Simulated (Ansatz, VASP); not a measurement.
## Rh: VASP beside Ansatz

```
CELL_PARAMETERS angstrom
2.43225 0.00000 0.00000
0.00000 2.43225 0.00000
0.00000 0.00000 2.43225
ATOMIC_POSITIONS crystal
Rh 0.00000 0.00000 0.00000
```

Alike in both runs: task single point; functional PBEsol; k mesh 14 × 14 × 14; occupations fermi-dirac, width 0.1 eV; no spin polarisation.

|  | VASP | Ansatz |
| --- | --- | --- |
| version | VASP 6.6.1 | Ansatz 0.2.0 |
| potentials or method | VASP PAW PBE potentials, release 64 (Rh_pv) | plane waves (420 eV) with PAW, scalar-relativistic |
| plane-wave cutoff (eV) | 520 | 420 |
| valence electrons in the cell | 15 | 17 |

|  | VASP | Ansatz | Ansatz less VASP |
| --- | --- | --- | --- |
| pressure (GPa) | 21.4 | 21.4 | -0.07 |

The two sets of potentials don't hold the same shells in valence. Ansatz warned: «pseudo_functional_mismatch».

Caveats: so large a pressure means that the cell lies far from this level's equilibrium, or that cutoff or potentials fall short (VASP); the potentials were made for another functional, which shifts forces and pressure (VASP).
